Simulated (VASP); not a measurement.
Wanted: the native input for a VASP 6.6.1 run.

```
Task                   : single point
Functional             : PBEsol
Potentials or basis    : VASP PAW PBE potentials, release 64 (Mg, O)
Cutoff                 : 520 eV
k mesh                 : 12 × 12 × 12
Occupations            : gaussian, width 0.05 eV
Spin                   : no spin polarisation
Dipole correction      : no
Further INCAR settings : ALGO = Normal; EDIFF = 1e-07; NBANDS = 14
```

The structure of MgO2 lies in POSCAR:

```
MgO2
1.0
    1.6047610160      0.9265092046      3.3542197199
   -1.6047610160      0.9265092046      3.3542197199
    0.0000000000     -1.8530184092      3.3542197199
Mg O
1 2
Direct
    0.0000000000      0.0000000000      0.0000000000
    0.4287860000      0.4287860000      0.4287860000
    0.5712140000      0.5712140000      0.5712140000
```

The cell comes from a database or a generator and needn't be the stable form of this composition.

The cell isn't the ideal one: strain +0.000 along x and y, -0.040 along z, atoms carried along.

The input as run:

INCAR

```
SYSTEM = MgO2
PREC     = Accurate       ! precision mode
ENCUT    = 520            ! plane-wave cutoff, eV
EDIFF    = 1E-7           ! SCF threshold, eV
ISMEAR   = 0              ! smearing method
SIGMA    = 0.05           ! smearing width, eV
LREAL    = .FALSE.        ! projectors in reciprocal space
LASPH    = .TRUE.         ! aspherical terms in the spheres
NELM     = 60             ! most SCF steps
ALGO     = Normal         ! electronic algorithm
ISIF     = 2              ! what is computed and relaxed
LWAVE    = .FALSE.        ! write WAVECAR
LCHARG   = .TRUE.         ! write CHGCAR
GGA      = PS             ! functional
LELF     = .TRUE.         ! ELF
LVHAR    = .TRUE.       
NBANDS   = 14             ! bands
```

KPOINTS

```
Automatic mesh
0
G
  12 12 12
  0 0 0
```

Potentials or basis: VASP PAW PBE potentials, release 64 (Mg, O).

Launch:

```sh
$ cat potpaw_PBE.64/Mg/POTCAR potpaw_PBE.64/O/POTCAR > POTCAR
$ mpirun -np 1 vasp_std > vasp.out
```

Results of the run:

- Pressure: 3.2 GPa
- Largest force: 1.231 eV/Å
- Band gap on the k mesh: 3.04 eV, indirect (least direct gap 3.08 eV)

Caveat: the PAW data sets were made with another functional, which shifts forces and pressure a little.

Run time: 72 s on 1 thread of Intel(R) Xeon(R) Platinum 8559C (Emerald Rapids), with other jobs on the host, peak memory 0.22 GiB.
